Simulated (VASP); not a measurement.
# Al (Fm-3m) in VASP: a series of runs

The runs below take Al through single point, with PBE.

Everything below comes from runs of VASP 6.6.1. Logs are shortened: lines on timing, memory, paths and dates and some standing lists are left out, and cuts for length are marked.

## Step 1: The structure

It takes space group Fm-3m (No. 225, cubic). The conventional cell has a = 4.050 Å, b = 4.050 Å, c = 4.050 Å, α = 90.00°, β = 90.00°, γ = 90.00°. Around Al (site symmetry m-3m) lie 12 Al at 2.86 Å.

## Step 2: Single point, PBE

File INCAR:

```
  PREC = Accurate
  ENCUT = 520
  EDIFF = 1E-6
  ISMEAR = -1
  SIGMA = 0.1
  LREAL = False
  LASPH = True
  NELM = 80
  ALGO = Fast
  ISIF = 2
  LWAVE = False
  LCHARG = True
  GGA = PE
  LELF = True
  LVHAR = True
  NBANDS = 8
```

File KPOINTS:

```
regular mesh
0
Gamma
  24 24 24
```

File POSCAR:

```
Al
1.0
    0.0000000000      2.0250000000      2.0250000000
    2.0250000000      0.0000000000      2.0250000000
    2.0250000000      2.0250000000      0.0000000000
Al
1
Direct
    0.0000000000      0.0000000000      0.0000000000
```

Potentials or basis: VASP PAW PBE potentials, release 64 (Al).

Launch:

```console
$ cat potpaw_PBE.64/Al/POTCAR > POTCAR
$ mpirun -np 1 vasp_std > vasp.out
```

OUTCAR:

```text
PREC = Accurate
   ENCUT = 520
   EDIFF = 1E-6
   ISMEAR = -1
   LREAL = False
   LASPH = True
   NELM = 80
   ISIF = 2
   GGA = PE

 ion  position               nearest neighbor table
   1  0.000  0.000  0.000-

  LATTYP: Found a face centered cubic cell.
 ALAT       =     4.0500000000

  Lattice vectors:

 A1 = (   0.0000000000,   2.0250000000,   2.0250000000)
 A2 = (   2.0250000000,   0.0000000000,   2.0250000000)
 A3 = (   2.0250000000,   2.0250000000,   0.0000000000)

Analysis of symmetry for initial positions (statically):
=====================================================================
 Subroutine PRICEL returns:
 Original cell was already a primitive cell.

 Routine SETGRP: Setting up the symmetry group for a
 face centered cubic supercell.

 Subroutine GETGRP returns: Found 48 space group operations
 (whereof 48 operations were pure point group operations)
 out of a pool of 48 trial point group operations.

The static configuration has the point symmetry O_h .

Analysis of symmetry for dynamics (positions and initial velocities):
=====================================================================
 Subroutine PRICEL returns:
 Original cell was already a primitive cell.

 Routine SETGRP: Setting up the symmetry group for a
 face centered cubic supercell.

 Subroutine GETGRP returns: Found 48 space group operations
 (whereof 48 operations were pure point group operations)
 out of a pool of 48 trial point group operations.

The dynamic configuration has the point symmetry O_h .

 Subroutine INISYM returns: Found 48 space group operations
 (whereof 48 operations are pure point group operations),
 and found     1 'primitive' translations

----------------------------------------------------------------------------------------

                                     Primitive cell

  volume of cell :      16.6075

  direct lattice vectors                    reciprocal lattice vectors
     0.000000000  2.025000000  2.025000000    -0.246913580  0.246913580  0.246913580
     2.025000000  0.000000000  2.025000000     0.246913580 -0.246913580  0.246913580
     2.025000000  2.025000000  0.000000000     0.246913580  0.246913580 -0.246913580

  length of vectors
     2.863782464  2.863782464  2.863782464     0.427666866  0.427666866  0.427666866

  position of ions in fractional coordinates (direct lattice)
     0.000000000  0.000000000  0.000000000

  ion indices of the primitive-cell ions
   primitive index   ion index
                 1           1

----------------------------------------------------------------------------------------

 KPOINTS: regular mesh

Automatic generation of k-mesh.
 Grid dimensions read from file:
 generate k-points for:   24   24   24

 Generating k-lattice:

  Cartesian coordinates                     Fractional coordinates (reciprocal lattice)
    -0.010288066  0.010288066  0.010288066     0.041666667  0.000000000  0.000000000
     0.010288066 -0.010288066  0.010288066     0.000000000  0.041666667  0.000000000
     0.010288066  0.010288066 -0.010288066     0.000000000  0.000000000  0.041666667

  Length of vectors
     0.017819453  0.017819453  0.017819453

  Shift w.r.t. Gamma in fractional coordinates (k-lattice)
     0.000000000  0.000000000  0.000000000

 Subroutine IBZKPT returns following result:
 ===========================================

 Found    413 irreducible k-points:

 Following reciprocal coordinates:
            Coordinates               Weight
  0.000000  0.000000  0.000000      1.000000
  0.041667  0.000000  0.000000      8.000000
  0.083333  0.000000  0.000000      8.000000
  0.125000  0.000000  0.000000      8.000000
  0.166667  0.000000  0.000000      8.000000
  0.208333  0.000000  0.000000      8.000000
[... 16 lines left out ...]
  0.416667  0.041667  0.000000     24.000000
  0.458333  0.041667  0.000000     24.000000
 [... further k-points ...]
   k-points           NKPTS =    413   k-points in BZ     NKDIM =    413   number of bands    NBANDS=      8
   number of dos      NEDOS =    301   number of ions     NIONS =      1
   total plane-waves  NPLWV =  13824
   dimension x,y,z NGX =    24 NGY =   24 NGZ =   24
   dimension x,y,z NGXF=    48 NGYF=   48 NGZF=   48
   ions per type =               1
   NGX,Y,Z   is equivalent  to a cutoff of  13.93, 13.93, 13.93 a.u.
   NGXF,Y,Z  is equivalent  to a cutoff of  27.86, 27.86, 27.86 a.u.
 SYSTEM =  unknown system
   PREC   = accura    normal or accurate (medium, high low for compatibility)
   ISTART =      0    job   : 0-new  1-cont  2-samecut
   ICHARG =      2    charge: 1-file 2-atom 10-const
   ISPIN  =      1    spin polarized calculation?
   LNONCOLLINEAR =      F non collinear calculations
   LSORBIT =      F    spin-orbit coupling
   LASPH  =      T    aspherical Exc in radial PAW
   ENCUT  =  520.0 eV  38.22 Ry    6.18 a.u.   5.32  5.32  5.32*2*pi/ulx,y,z
   NELM   =     80;   NELMIN=  2; NELMDL= -5     # of ELM steps
   EDIFF  = 0.1E-05   stopping-criterion for ELM
   LREAL  =      F    real-space projection
   EDIFFG = 0.1E-04   stopping-criterion for IOM
   NSW    =      0    number of steps for IOM
   IBRION =     -1    ionic relax: 0-MD 1-quasi-New 2-CG
   NFREE  =      0    steps in history (QN), initial steepest desc. (CG)
   ISIF   =      2    stress and relaxation
   ISYM   =      2    0-nonsym 1-usesym 2-fastsym
   POTIM  = 0.5000    time-step for ionic-motion
   TEBEG  =    0.0;   TEEND  =   0.0 temperature during run
   PSTRESS=    0.0 pullay stress
   NELECT =       3.0000    total number of electrons
   NUPDOWN=      -1.0000    fix difference up-down
   EMIN   =  10.00;   EMAX   =-10.00  energy-range for DOS
   EFERMI =   0.00;   METHOD = LEGACY
   ISMEAR =    -1;   SIGMA  =   0.10  broadening in eV -4-tet -1-fermi 0-gaus
   EFERMI_NEDOS =   21; number of points for ismear=-14 and -15
   IALGO  =     68    algorithm
   IMIX   =      4    mixing-type and parameters
     AMIX     =   0.40;   BMIX     =  1.00
     AMIX_MAG =   1.60;   BMIX_MAG =  1.00
  volume/ion in A,a.u.               =      16.61       112.07
  Fermi-wavevector in a.u.,A,eV,Ry     =   0.925437  1.748822 11.652489  0.856434
  Thomas-Fermi vector in A             =   2.051291
   LORBIT       =      0    0 simple, 1 ext, 2 COOP (PROOUT), +10 PAW based schemes
   GGA     = PE    functional components
   LHFCALC =     F    Hartree Fock is set to
   AEXX    =    0.0000 exact exchange contribution
   IVDW    =     0    specifies the selected vdW correction
   LEPSILON=     F    determine dielectric tensor
   LRPA    =     F    only Hartree local field effects (RPA)
 non-spin polarized calculation
 RMM-DIIS sequential band-by-band and
  energy-cutoff  :      520.00
  volume of cell :       16.61
 maximum number of plane-waves:       459
 NGX is ok and might be reduce to    24
   NGX = 11   NGY = 11   NGZ = 11

 number of electron       3.0000000 magnetization

 Free energy of the ion-electron system (eV)
  ---------------------------------------------------
  ext. energy  EPLUGINS =         0.00000000
  ---------------------------------------------------
  free energy    TOTEN  =        -3.75151422 eV

  energy without entropy =       -3.73708450  energy(sigma->0) =       -3.74429936

 E-fermi :   7.9428     XC(G=0): -10.1732

 val. band max:        7.9146483182   @ k =  -0.4167   0.3750   0.0833
 cond. band min:       7.9452180666   @ k =  -0.2917   0.4583   0.1667
 fundamental gap:      0.0305697484
 Fermi energy:         7.9427718444

 k-point     1 :       0.0000    0.0000    0.0000
  band No.  band energies     occupation
      1      -3.1572      2.00000
      2      20.5156      0.00000
      3      20.5156      0.00000
      4      20.5156      0.00000
      5      21.9585      0.00000
      6      21.9585      0.00000
      7      21.9585      0.00000
      8      24.3511      0.00000

 k-point     2 :       0.0417    0.0000    0.0000
  band No.  band energies     occupation
      1      -3.1102      2.00000
      2      19.5121      0.00000
      3      20.3171      0.00000
      4      20.3171      0.00000
      5      22.2304      0.00000
      6      22.2304      0.00000
      7      22.4260      0.00000
      8      24.8534      0.00000

 k-point     3 :       0.0833    0.0000    0.0000
  band No.  band energies     occupation
      1      -2.9692      2.00000
      2      17.8992      0.00000
      3      19.9380      0.00000
      4      19.9380      0.00000
      5      22.6351      0.00000
      6      22.8225      0.00000
      7      22.8225      0.00000
      8      26.1609      0.00000

 k-point     4 :       0.1250    0.0000    0.0000
  band No.  band energies     occupation
      1      -2.7347      2.00000
      2      16.2168      0.00000
      3      19.5605      0.00000
      4      19.5605      0.00000
      5      22.5826      0.00000
      6      23.5062      0.00000
      7      23.5062      0.00000
      8      25.5374      0.00000

 k-point     5 :       0.1667    0.0000    0.0000
  band No.  band energies     occupation
      1      -2.4070      2.00000
      2      14.5492      0.00000
      3      19.2353      0.00000
      4      19.2353      0.00000
      5      22.4552      0.00000
      6      23.8831      0.00000
      7      23.8831      0.00000
      8      25.1470      0.00000
[... 177 lines left out ...]
 k-point    22 :       0.3750    0.0417    0.0000
  band No.  band energies     occupation
      1       0.3719      2.00000
      2       7.5506      1.96114
      3      17.8498      0.00000
      4      19.0468      0.00000
      5      19.6735      0.00000
      6      21.7267      0.00000
      7      22.8140      0.00000
      8      25.1059      0.00000

 k-point    23 :       0.4167    0.0417    0.0000
  band No.  band energies     occupation
      1       1.2105      2.00000
      2       6.2453      2.00000
      3      17.9485      0.00000
      4      19.1197      0.00000
      5      19.1530      0.00000
      6      21.1861      0.00000
      7      22.9584      0.00000
      8      24.5306      0.00000

 k-point    24 :       0.4583    0.0417    0.0000
  band No.  band energies     occupation
      1       2.1344      2.00000
      2       5.0188      2.00000
      3      18.1266      0.00000
      4      18.6453      0.00000
      5      19.3379      0.00000
      6      20.7209      0.00000
      7      23.1815      0.00000
      8      24.0195      0.00000

 [... further k-points ...]

------------------------ aborting loop because EDIFF is reached ----------------------------------------

  FORCE on cell =-STRESS in cart. coord.  units (eV):
  Direction    XX          YY          ZZ          XY          YZ          ZX
  --------------------------------------------------------------------------------------
  -------------------------------------------------------------------------------------
  Total       -0.0575575     -0.0575575     -0.0575575      0.0000000     -0.0000000      0.0000000
  in kB       -5.5527423     -5.5527423     -5.5527423      0.0000000     -0.0000000      0.0000000
  external PRESSURE =      -5.5527423 kB  Pullay stress =       0.0000000 kB

 VOLUME and BASIS-vectors are now :
 -----------------------------------------------------------------------------
  energy-cutoff  :      520.00
  volume of cell :       16.61
      direct lattice vectors                 reciprocal lattice vectors
     0.000000000  2.025000000  2.025000000    -0.246913580  0.246913580  0.246913580
     2.025000000  0.000000000  2.025000000     0.246913580 -0.246913580  0.246913580
     2.025000000  2.025000000  0.000000000     0.246913580  0.246913580 -0.246913580

 POSITION                                       TOTAL-FORCE (eV/Angst)
 -----------------------------------------------------------------------------------
      0.00000      0.00000      0.00000        -0.000000     -0.000000     -0.000000
 -----------------------------------------------------------------------------------
    total drift:                                0.000000      0.000000     -0.000000

  FREE ENERGIE OF THE ION-ELECTRON SYSTEM (eV)
  ---------------------------------------------------
  free  energy   TOTEN  =        -3.7515142219 eV

  energy  without entropy=       -3.7370845043  energy(sigma->0) =       -3.74429936
```

It took 20 s on 1 thread of Intel Xeon Platinum 8488C (Sapphire Rapids), shared host; peak memory 0.16 GiB.

What came out:

| Quantity | Value |
| --- | --- |
| Free energy | -3.7515 eV |
| Pressure | -0.6 GPa |
| Band gap on the k mesh | none (metal or under the smearing width) |

## Step 3: Single point, PBE

INCAR is that of step 2.

File KPOINTS:

```
regular mesh
0
Gamma
  36 36 36
```

POSCAR is that of step 2.

Potentials or basis: VASP PAW PBE potentials, release 64 (Al).

Launch:

```console
$ cat potpaw_PBE.64/Al/POTCAR > POTCAR
$ mpirun -np 1 vasp_std > vasp.out
```

Run time: 56 s. Hardware: 1 thread of Intel Xeon Platinum 8488C (Sapphire Rapids), shared host; peak memory 0.25 GiB.

The run converged. Its results:

- Free energy: -3.7527 eV
- Pressure: -0.5 GPa
- Band gap on the k mesh: none (metal or under the smearing width)

Levels at points of the mesh, in eV from the Fermi level:
```tsv
k point	band 1	band 2	band 3	band 4	band 5
(0.00, 0.00, 0.00)	-11.10	12.58	12.58	12.58	14.02
(0.50, 0.00, 0.00)	-4.57	-4.38	11.33	11.33	11.43
(0.50, 0.50, 0.00)	-2.91	-1.61	5.25	5.56	5.56
```
